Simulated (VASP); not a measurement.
# Na in VASP: density of states with PBE

Aim: the density of states of Na with PBE.

Program: VASP 6.6.1. These are calculated values, not measurements. Logs are shortened: lines on timing, memory, paths and dates and some standing lists are left out, and cuts for length are marked.

## (1) The structure

The cell holds a slab with vacuum, 1 atom: a = 3.635 Å, b = 3.635 Å, c = 20.000 Å, α = 90.00°, β = 90.00°, γ = 109.47°.

The slab is cut from a database's or a generator's crystal, which needn't be the stable form of the element.

## (2) Density of states, PBE

Input file POSCAR:

```
Na
1.0
    3.6348175426      0.0000000000      0.0000000000
   -1.2116058476      3.4269388437      0.0000000000
    0.0000000000      0.0000000000     20.0000000000
Na
1
Direct
    0.0000000000      0.0000000000      0.5000000000
```

Input file INCAR.step1:

```
ALGO = Normal
DIPOL = 0.5 0.5 0.500
EDIFF = 1E-6
ENCUT = 520
GGA = PE
IDIPOL = 3
ISIF = 2
ISMEAR = -1
LASPH = T
LCHARG = T
LDIPOL = T
LREAL = F
LWAVE = F
NBANDS = 10
NELM = 100
PREC = Accurate
SIGMA = 0.05
```

Input file KPOINTS.step1:

```
k-points
0
Gamma
  10 10 1
```

Input file INCAR.step2:

```
ALGO = Normal
DIPOL = 0.5 0.5 0.500
EDIFF = 1E-6
ENCUT = 520
GGA = PE
ICHARG = 11
IDIPOL = 3
ISIF = 2
ISMEAR = -5
LASPH = T
LCHARG = F
LDIPOL = T
LORBIT = 10
LREAL = F
LWAVE = F
NBANDS = 10
NEDOS = 1001
NELM = 100
PREC = Accurate
SIGMA = 0.05
```

Input file KPOINTS.step2:

```
k-points
0
Gamma
  15 15 1
```

Potentials or basis: VASP PAW PBE potentials, release 64 (Na_pv).

The run is started by

```
$ cat potpaw_PBE.64/Na_pv/POTCAR > POTCAR
$ cp INCAR.step1 INCAR
$ cp KPOINTS.step1 KPOINTS
$ mpirun -np 1 vasp_std > vasp.out
$ cp INCAR.step2 INCAR
$ cp KPOINTS.step2 KPOINTS
$ mpirun -np 1 vasp_std > vasp.out
```

OUTCAR:

```text
EDIFF = 1E-6
   ENCUT = 520
   GGA = PE
   ICHARG = 11
   ISIF = 2
   ISMEAR = -5
   LASPH = T
   LORBIT = 10
   LREAL = F
   NELM = 100
   PREC = Accurate

 ion  position               nearest neighbor table
   1  0.000  0.000  0.500-

  LATTYP: Found a base centered orthorhombic cell.
 ALAT       =     4.1971257733
 B/A-ratio  =     1.4142135624
 C/A-ratio  =     4.7651657539

  Lattice vectors:

 A1 = (   3.6348175426,   0.0000000000,   0.0000000000)
 A2 = (  -1.2116058476,   3.4269388437,   0.0000000000)
 A3 = (   0.0000000000,   0.0000000000,  20.0000000000)

Analysis of symmetry for initial positions (statically):
=====================================================================
 Subroutine PRICEL returns:
 Original cell was already a primitive cell.

 Routine SETGRP: Setting up the symmetry group for a
 base centered orthorhombic supercell.

 Subroutine GETGRP returns: Found  8 space group operations
 (whereof  8 operations were pure point group operations)
 out of a pool of  8 trial point group operations.

The static configuration has the point symmetry D_2h.

Analysis of symmetry for dynamics (positions and initial velocities):
=====================================================================
 Subroutine PRICEL returns:
 Original cell was already a primitive cell.

 Routine SETGRP: Setting up the symmetry group for a
 base centered orthorhombic supercell.

 Subroutine GETGRP returns: Found  8 space group operations
 (whereof  8 operations were pure point group operations)
 out of a pool of  8 trial point group operations.

The dynamic configuration has the point symmetry D_2h.

 Subroutine INISYM returns: Found  8 space group operations
 (whereof  8 operations are pure point group operations),
 and found     1 'primitive' translations

----------------------------------------------------------------------------------------

                                     Primitive cell

  volume of cell :     249.1259

  direct lattice vectors                    reciprocal lattice vectors
     3.634817543  0.000000000  0.000000000     0.275116973  0.097268539  0.000000000
    -1.211605848  3.426938844  0.000000000     0.000000000  0.291805616  0.000000000
     0.000000000  0.000000000 20.000000000     0.000000000  0.000000000  0.050000000

  length of vectors
     3.634817543  3.634817543 20.000000000     0.291805616  0.291805616  0.050000000

  position of ions in fractional coordinates (direct lattice)
     0.000000000  0.000000000  0.500000000

  ion indices of the primitive-cell ions
   primitive index   ion index
                 1           1

----------------------------------------------------------------------------------------

 KPOINTS: k-points

Automatic generation of k-mesh.
 Grid dimensions read from file:
 generate k-points for:   15   15    1

 Generating k-lattice:

  Cartesian coordinates                     Fractional coordinates (reciprocal lattice)
     0.018341132  0.006484569  0.000000000     0.066666667  0.000000000  0.000000000
     0.000000000  0.019453708  0.000000000     0.000000000  0.066666667  0.000000000
     0.000000000  0.000000000  0.050000000     0.000000000  0.000000000  1.000000000

  Length of vectors
     0.019453708  0.019453708  0.050000000

  Shift w.r.t. Gamma in fractional coordinates (k-lattice)
     0.000000000  0.000000000  0.000000000

 TETIRR: Found    344 inequivalent tetrahedra from     1350

 Subroutine IBZKPT returns following result:
 ===========================================

 Found     64 irreducible k-points:

 Following reciprocal coordinates:
            Coordinates               Weight
  0.000000  0.000000  0.000000      1.000000
  0.066667 -0.000000  0.000000      4.000000
  0.133333 -0.000000  0.000000      4.000000
  0.200000 -0.000000  0.000000      4.000000
  0.266667 -0.000000  0.000000      4.000000
  0.333333 -0.000000  0.000000      4.000000
[... 16 lines left out ...]
  0.133333  0.133333  0.000000      2.000000
  0.200000  0.133333  0.000000      4.000000
 [... further k-points ...]
   k-points           NKPTS =     64   k-points in BZ     NKDIM =     64   number of bands    NBANDS=     10
   number of dos      NEDOS =   1001   number of ions     NIONS =      1
   total plane-waves  NPLWV = 117600
   dimension x,y,z NGX =    28 NGY =   28 NGZ =  150
   dimension x,y,z NGXF=    56 NGYF=   56 NGZF=  300
   ions per type =               1
   NGX,Y,Z   is equivalent  to a cutoff of  12.81, 12.81, 12.47 a.u.
   NGXF,Y,Z  is equivalent  to a cutoff of  25.61, 25.61, 24.94 a.u.
 SYSTEM =  unknown system
   PREC   = accura    normal or accurate (medium, high low for compatibility)
   ISTART =      0    job   : 0-new  1-cont  2-samecut
   ICHARG =     11    charge: 1-file 2-atom 10-const
   ISPIN  =      1    spin polarized calculation?
   LNONCOLLINEAR =      F non collinear calculations
   LSORBIT =      F    spin-orbit coupling
   LASPH  =      T    aspherical Exc in radial PAW
   ENCUT  =  520.0 eV  38.22 Ry    6.18 a.u.   6.76  6.76 37.19*2*pi/ulx,y,z
   NELM   =    100;   NELMIN=  2; NELMDL=  0     # of ELM steps
   EDIFF  = 0.1E-05   stopping-criterion for ELM
   LREAL  =      F    real-space projection
[... 7 lines left out ...]
   TEBEG  =    0.0;   TEEND  =   0.0 temperature during run
   PSTRESS=    0.0 pullay stress
   NELECT =       7.0000    total number of electrons
   NUPDOWN=      -1.0000    fix difference up-down
   EMIN   =  10.00;   EMAX   =-10.00  energy-range for DOS
   EFERMI =   0.00;   METHOD = LEGACY
   ISMEAR =    -5;   SIGMA  =   0.05  broadening in eV -4-tet -1-fermi 0-gaus
   EFERMI_NEDOS =   21; number of points for ismear=-14 and -15
   IALGO  =     38    algorithm
   IMIX   =      4    mixing-type and parameters
     AMIX     =   0.40;   BMIX     =  1.00
     AMIX_MAG =   1.60;   BMIX_MAG =  1.00
  volume/ion in A,a.u.               =     249.13      1681.18
  Fermi-wavevector in a.u.,A,eV,Ry     =   0.497700  0.940517  3.370238  0.247706
  Thomas-Fermi vector in A             =   1.504312
   LORBIT       =     10    0 simple, 1 ext, 2 COOP (PROOUT), +10 PAW based schemes
   GGA     = PE    functional components
   LHFCALC =     F    Hartree Fock is set to
   AEXX    =    0.0000 exact exchange contribution
   IVDW    =     0    specifies the selected vdW correction
   LEPSILON=     F    determine dielectric tensor
   LRPA    =     F    only Hartree local field effects (RPA)
 non-spin polarized calculation
 Fermi weights with tetrahedron method with Bloechl corrections
  energy-cutoff  :      520.00
  volume of cell :      249.13
 maximum number of plane-waves:      6743

 number of electron       7.0000003 magnetization

 dipolmoment           0.000000      0.000000     -0.000000 electrons x Angstroem

 Free energy of the ion-electron system (eV)
  ---------------------------------------------------
  ext. energy  EPLUGINS =         0.00000000
  ---------------------------------------------------
  free energy    TOTEN  =        -1.00784405 eV

  energy without entropy =       -1.00784405  energy(sigma->0) =       -1.00784405

 E-fermi :  -2.3349     XC(G=0):  -1.6757

 val. band max:       -2.3735138237   @ k =  -0.3333   0.3333   0.0000
 cond. band min:      -2.2404045177   @ k =   0.3333   0.1333   0.0000
 fundamental gap:      0.1331093060
 Fermi energy:        -2.3348759834

 k-point     1 :       0.0000    0.0000    0.0000
  band No.  band energies     occupation
      1     -27.6493      2.00000
      2     -27.6093      2.00000
      3     -27.6066      2.00000
      4      -4.2887      2.00000
      5      -1.5891      0.00000
      6       0.0964      0.00000
      7       0.8001      0.00000
      8       0.8991      0.00000
      9       2.4594      0.00000
     10       2.5067      0.00000

 k-point     2 :       0.0667   -0.0000    0.0000
  band No.  band energies     occupation
      1     -27.6492      2.00000
      2     -27.6100      2.00000
      3     -27.6070      2.00000
      4      -4.2302      2.00000
      5      -1.5337      0.00000
      6       0.1532      0.00000
      7       0.8566      0.00000
      8       0.9558      0.00000
      9       2.5157      0.00000
     10       2.5626      0.00000

 k-point     3 :       0.1333   -0.0000    0.0000
  band No.  band energies     occupation
      1     -27.6488      2.00000
      2     -27.6127      2.00000
      3     -27.6075      2.00000
      4      -4.0549      2.00000
      5      -1.3677      0.00000
      6       0.3235      0.00000
      7       1.0261      0.00000
      8       1.1260      0.00000
      9       2.6845      0.00000
     10       2.7288      0.00000

 k-point     4 :       0.2000   -0.0000    0.0000
  band No.  band energies     occupation
      1     -27.6483      2.00000
      2     -27.6172      2.00000
      3     -27.6078      2.00000
      4      -3.7640      2.00000
      5      -1.0908      0.00000
      6       0.6067      0.00000
      7       1.3087      0.00000
      8       1.4087      0.00000
      9       2.9660      0.00000
     10       2.9878      0.00000
[... 222 lines left out ...]
 k-point    22 :      -0.0667    0.0667    0.0000
  band No.  band energies     occupation
      1     -27.6491      2.00000
      2     -27.6106      2.00000
      3     -27.6072      2.00000
      4      -4.2107      2.00000
      5      -1.5153      0.00000
      6       0.1722      0.00000
      7       0.8754      0.00000
      8       0.9748      0.00000
      9       2.5344      0.00000
     10       2.5815      0.00000

 k-point    23 :       0.1333    0.1333    0.0000
  band No.  band energies     occupation
      1     -27.6483      2.00000
      2     -27.6141      2.00000
      3     -27.6116      2.00000
      4      -3.6673      2.00000
      5      -0.9984      0.00000
      6       0.7011      0.00000
      7       1.4029      0.00000
      8       1.5032      0.00000
      9       3.0599      0.00000
     10       3.0897      0.00000

 k-point    24 :       0.2000    0.1333    0.0000
  band No.  band energies     occupation
      1     -27.6478      2.00000
      2     -27.6179      2.00000
      3     -27.6125      2.00000
      4      -3.3018      2.00000
      5      -0.6476      0.00000
      6       1.0575      0.00000
      7       1.7608      0.00000
      8       1.8581      0.00000
      9       2.9162      0.00000
     10       3.4167      0.00000

 [... further k-points ...]

------------------------ aborting loop because EDIFF is reached ----------------------------------------

 vacuum level on the upper side and lower side of the slab       (xc-potential included)        -0.040        -0.040

  FORCE on cell =-STRESS in cart. coord.  units (eV):
  Direction    XX          YY          ZZ          XY          YZ          ZX
  --------------------------------------------------------------------------------------
  -------------------------------------------------------------------------------------
  Total       -0.1695221     -0.2548570     -0.0046706     -0.1206819      0.0000000      0.0000000
  in kB       -1.0902292     -1.6390351     -0.0300373     -0.7761287      0.0000000      0.0000000
  external PRESSURE =      -0.9197672 kB  Pullay stress =       0.0000000 kB

 VOLUME and BASIS-vectors are now :
 -----------------------------------------------------------------------------
  energy-cutoff  :      520.00
  volume of cell :      249.13
      direct lattice vectors                 reciprocal lattice vectors
     3.634817543  0.000000000  0.000000000     0.275116973  0.097268539  0.000000000
    -1.211605848  3.426938844  0.000000000     0.000000000  0.291805616  0.000000000
     0.000000000  0.000000000 20.000000000     0.000000000  0.000000000  0.050000000

 POSITION                                       TOTAL-FORCE (eV/Angst)
 -----------------------------------------------------------------------------------
      0.00000      0.00000     10.00000         0.000000      0.000000      0.000000
 -----------------------------------------------------------------------------------
    total drift:                               -0.000000     -0.000000     -0.000000

  FREE ENERGIE OF THE ION-ELECTRON SYSTEM (eV)
  ---------------------------------------------------
  free  energy   TOTEN  =        -1.0078440519 eV

  energy  without entropy=       -1.0078440519  energy(sigma->0) =       -1.00784405

 vacuum level on the upper side and lower side of the slab         0.510         0.510

 total charge

# of ion       s       p       d       tot
------------------------------------------
    1        0.105   5.952   0.000   6.057
```

Run time: 84 s. Hardware: 1 thread of Intel Xeon Platinum 8488C (Sapphire Rapids), shared host; peak memory 0.36 GiB.

What came out:

```
Valence electrons inside the program's atomic spheres : Na 6.06
```

Levels at points of the mesh, in eV from the Fermi level:
```tsv
k point	band 1	band 2	band 3	band 4	band 5	band 6	band 7	band 8
(0.00, 0.00, 0.00)	-25.31	-25.27	-25.27	-1.95	0.75	2.43	3.13	3.23
```

States per cell in windows of 1 eV (zero at the Fermi level; states under -8 eV left out):
| from (eV) | total | Na1_s | Na1_p | Na1_d |
| --- | --- | --- | --- | --- |
| -8.0 | 0.00 | 0.00 | 0.00 | 0.00 |
| -7.0 | 0.00 | 0.00 | 0.00 | 0.00 |
| -6.0 | 0.00 | 0.00 | 0.00 | 0.00 |
| -5.0 | 0.00 | 0.00 | 0.00 | 0.00 |
| -4.0 | 0.00 | 0.00 | 0.00 | 0.00 |
| -3.0 | 0.00 | 0.00 | 0.00 | 0.00 |
| -2.0 | 0.48 | 0.05 | 0.00 | 0.00 |
| -1.0 | 0.52 | 0.05 | 0.01 | 0.00 |
| 0.0 | 0.69 | 0.04 | 0.02 | 0.00 |
| 1.0 | 1.03 | 0.03 | 0.04 | 0.00 |
| 2.0 | 1.29 | 0.04 | 0.04 | 0.00 |
| 3.0 | 2.51 | 0.04 | 0.05 | 0.00 |
| 4.0 | 2.88 | 0.04 | 0.05 | 0.00 |
| 5.0 | 3.50 | 0.03 | 0.05 | 0.00 |
| 6.0 | 1.09 | 0.01 | 0.02 | 0.00 |
| 7.0 | 0.00 | 0.00 | 0.00 | 0.00 |

Caveat: tetrahedron occupations give inexact forces and stress in metals.
